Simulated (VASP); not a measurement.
# Mo (Im-3m) in VASP: single point with PBEsol

Aim: the single point of Mo with PBEsol.

All numbers are computed with VASP 6.6.1; they aren't measurements. Logs are shortened: lines on timing, memory, paths and dates and some standing lists are left out, and cuts for length are marked.

### Step 1. The crystal as given

It takes space group Im-3m (No. 229, cubic). Conventional cell: a = 3.131 Å, b = 3.131 Å, c = 3.131 Å, α = 90.00°, β = 90.00°, γ = 90.00°. Around Mo (site symmetry m-3m) lie 8 Mo at 2.71 Å.

### Step 2. Single point, PBEsol, non-collinear spin, zero start, spin-orbit coupling

File INCAR:

```
PREC = Accurate ; ENCUT = 520
EDIFF = 1E-6 ; ISMEAR = 0
SIGMA = 0.1 ; LREAL = F
LASPH = T ; NELM = 60
ALGO = Normal ; ISIF = 2
LWAVE = F ; LCHARG = T
MAGMOM = 0 0 0 ; LORBIT = 11
LSORBIT = T ; GGA_COMPAT = F
LMAXMIX = 4 ; GGA = PS
LVHAR = T
```

File KPOINTS:

```
Automatic mesh
0
Gamma
  18 18 18
```

File POSCAR:

```
Mo
1.0
   -1.5656100000      1.5656100000      1.5656100000
    1.5656100000     -1.5656100000      1.5656100000
    1.5656100000      1.5656100000     -1.5656100000
Mo
1
Direct
    1.0000000000      0.0000000000      1.0000000000
```

Potentials or basis: VASP PAW PBE potentials, release 64 (Mo_sv).

Run with:

```bash
$ cat potpaw_PBE.64/Mo_sv/POTCAR > POTCAR
$ mpirun -np 1 vasp_ncl > vasp.out
```

OUTCAR:

```text
PREC = Accurate
   ENCUT = 520
   EDIFF = 1E-6
   ISMEAR = 0
   LREAL = F
   LASPH = T
   NELM = 60
   ISIF = 2
   LORBIT = 11
   LSORBIT = T
   GGA = PS

 ion  position               nearest neighbor table
   1  0.000  0.000  0.000-

  LATTYP: Found a body centered cubic cell.
 ALAT       =     3.1312200000

  Lattice vectors:

 A1 = (  -1.5656100000,   1.5656100000,   1.5656100000)
 A2 = (   1.5656100000,  -1.5656100000,   1.5656100000)
 A3 = (   1.5656100000,   1.5656100000,  -1.5656100000)

Analysis of symmetry for initial positions (statically):
=====================================================================
 Subroutine PRICEL returns:
 Original cell was already a primitive cell.

 Routine SETGRP: Setting up the symmetry group for a
 body centered cubic supercell.

 Subroutine GETGRP returns: Found 48 space group operations
 (whereof 48 operations were pure point group operations)
 out of a pool of 48 trial point group operations.

The static configuration has the point symmetry O_h .

Analysis of symmetry for dynamics (positions and initial velocities):
=====================================================================
 Subroutine PRICEL returns:
 Original cell was already a primitive cell.

 Routine SETGRP: Setting up the symmetry group for a
 body centered cubic supercell.

 Subroutine GETGRP returns: Found 48 space group operations
 (whereof 48 operations were pure point group operations)
 out of a pool of 48 trial point group operations.

The dynamic configuration has the point symmetry O_h .

Analysis of structural, dynamic, and magnetic symmetry:
=====================================================================
 Subroutine PRICEL returns:
 Original cell was already a primitive cell.

 Routine SETGRP: Setting up the symmetry group for a
 body centered cubic supercell.

 Subroutine GETGRP returns: Found 48 space group operations
 (whereof 48 operations were pure point group operations)
 out of a pool of 48 trial point group operations.

The overall configuration has the point symmetry O_h .

 Subroutine INISYM returns: Found 48 space group operations
 (whereof 48 operations are pure point group operations),
 and found     1 'primitive' translations

[... 123 lines left out ...]
 Gauss-broadening in eV      SIGMA  =   0.10
  energy-cutoff  :      520.00
  volume of cell :       15.35
 maximum number of plane-waves:       860
   NGX =  9   NGY =  9   NGZ =  9

 number of electron      14.0000000 magnetization       0.0000000      0.0000000      0.0000000

 number of electron      13.9999998 magnetization      -0.0000000      0.0000000     -0.0000000

 number of electron      13.9999998 magnetization       0.0000000     -0.0000000      0.0000000

 Free energy of the ion-electron system (eV)
  ---------------------------------------------------
  ext. energy  EPLUGINS =         0.00000000
  ---------------------------------------------------
  free energy    TOTEN  =       -11.88117465 eV

  energy without entropy =      -11.87888396  energy(sigma->0) =      -11.88002930

 E-fermi :  12.7744     XC(G=0): -13.6315

 val. band max:       12.7695409227   @ k =  -0.3889   0.4444   0.2778
 cond. band min:      12.7800820307   @ k =   0.3889   0.1111  -0.0000
 fundamental gap:      0.0105411079
 Fermi energy:        12.7744427202

 k-point     1 :       0.0000    0.0000    0.0000
  band No.  band energies     occupation
      1     -48.4362      1.00000
      2     -48.4362      1.00000
      3     -23.3792      1.00000
      4     -23.3792      1.00000
      5     -20.8506      1.00000
      6     -20.8506      1.00000
[... 589 lines left out ...]
     21      24.6982      0.00000
     22      24.6982      0.00000

 [... further k-points ...]
[... 5 lines left out ...]
  --------------------------------------------------------------------------------------
  -------------------------------------------------------------------------------------
  Total        0.0114545      0.0114545      0.0114545      0.0000000      0.0000000      0.0000000
  in kB        1.1955720      1.1955720      1.1955720      0.0000000      0.0000000      0.0000000
  external PRESSURE =       1.1955720 kB  Pullay stress =       0.0000000 kB

 VOLUME and BASIS-vectors are now :
 -----------------------------------------------------------------------------
  energy-cutoff  :      520.00
  volume of cell :       15.35
      direct lattice vectors                 reciprocal lattice vectors
    -1.565610000  1.565610000  1.565610000     0.000000000  0.319364337  0.319364337
     1.565610000 -1.565610000  1.565610000     0.319364337  0.000000000  0.319364337
     1.565610000  1.565610000 -1.565610000     0.319364337  0.319364337  0.000000000

 POSITION                                       TOTAL-FORCE (eV/Angst)
 -----------------------------------------------------------------------------------
      0.00000      0.00000      0.00000         0.000000      0.000000     -0.000000
 -----------------------------------------------------------------------------------
    total drift:                                0.000000     -0.000000      0.000000

  FREE ENERGIE OF THE ION-ELECTRON SYSTEM (eV)
  ---------------------------------------------------
  free  energy   TOTEN  =       -11.8811746461 eV

  energy  without entropy=      -11.8788839567  energy(sigma->0) =      -11.88002930

 Spin-Orbit-Coupling matrix elements

 Ion:    1  E_soc:     -0.2059820
 l=   1
     0.0000000    -0.0302606    -0.0302606
    -0.0302606     0.0000000    -0.0302606
    -0.0302606    -0.0302606     0.0000000
 l=   2
     0.0000000    -0.0010735     0.0000000    -0.0010735    -0.0029962
    -0.0010735     0.0000000    -0.0022472    -0.0010735    -0.0007491
     0.0000000    -0.0022472     0.0000000    -0.0022472     0.0000000
    -0.0010735    -0.0010735    -0.0022472     0.0000000    -0.0007491
    -0.0029962    -0.0007491     0.0000000    -0.0007491     0.0000000
 l=   3
     0.0000000     0.0000000     0.0000000     0.0000000     0.0000000     0.0000000     0.0000000
     0.0000000     0.0000000     0.0000000     0.0000000     0.0000000     0.0000000     0.0000000
     0.0000000     0.0000000     0.0000000     0.0000000     0.0000000     0.0000000     0.0000000
     0.0000000     0.0000000     0.0000000     0.0000000     0.0000000     0.0000000     0.0000000
     0.0000000     0.0000000     0.0000000     0.0000000     0.0000000     0.0000000     0.0000000
     0.0000000     0.0000000     0.0000000     0.0000000     0.0000000     0.0000000     0.0000000
     0.0000000     0.0000000     0.0000000     0.0000000     0.0000000     0.0000000     0.0000000

 total charge

# of ion       s       p       d       tot
------------------------------------------
    1        2.391   6.214   3.943  12.548

 magnetization (x)

# of ion       s       p       d       tot
------------------------------------------
    1       -0.000  -0.000   0.000  -0.000

 magnetization (y)

# of ion       s       p       d       tot
------------------------------------------
    1        0.000   0.000  -0.000   0.000

 magnetization (z)

# of ion       s       p       d       tot
------------------------------------------
    1       -0.000   0.000   0.000   0.000
```

OSZICAR:

```text
N       E                     dE             d eps       ncg     rms          rms(c)
DAV:   1     0.135769479425E+03    0.13577E+03   -0.83444E+03  8580   0.133E+03
DAV:   2    -0.996273386519E+01   -0.14573E+03   -0.14121E+03  9690   0.418E+02
DAV:   3    -0.126214802018E+02   -0.26587E+01   -0.26363E+01 10252   0.580E+01
DAV:   4    -0.126317873999E+02   -0.10307E-01   -0.10288E-01  9380   0.394E+00
DAV:   5    -0.126318649579E+02   -0.77558E-04   -0.77559E-04 10286   0.313E-01    0.166E+01
DAV:   6    -0.119814477411E+02    0.65042E+00   -0.11096E+00  9440   0.128E+01    0.454E+00
DAV:   7    -0.118871834971E+02    0.94264E-01   -0.22910E-01 10072   0.531E+00    0.108E+00
DAV:   8    -0.118820185315E+02    0.51650E-02   -0.27082E-03  9258   0.686E-01    0.798E-01
DAV:   9    -0.118811553716E+02    0.86316E-03   -0.74700E-04  9986   0.379E-01    0.118E-01
DAV:  10    -0.118811701217E+02   -0.14750E-04   -0.86030E-06  9602   0.395E-02    0.689E-02
DAV:  11    -0.118811748577E+02   -0.47360E-05   -0.43327E-06  9264   0.263E-02    0.420E-03
DAV:  12    -0.118811746461E+02    0.21165E-06   -0.22435E-07  5478   0.613E-03
   1 F= -.11881175E+02 E0= -.11880029E+02  d E =-.229069E-02  mag=    -0.0000     0.0000    -0.0000
```

Run time: 70 s. Hardware: 1 thread of Intel Xeon Platinum 8488C (Sapphire Rapids), shared host; peak memory 0.22 GiB.

What came out:

```
Free energy                                           : -11.8812 eV
Pressure                                              : 0.1 GPa
Net moment                                            : 0.00 μB per cell
Valence electrons inside the program's atomic spheres : Mo 12.55
```

Moments on the atoms (μB; x, y, z):
```
Mo  0.00 0.00 0.00
```

Caveat: the PAW data sets were made with another functional, which shifts forces and pressure a little.
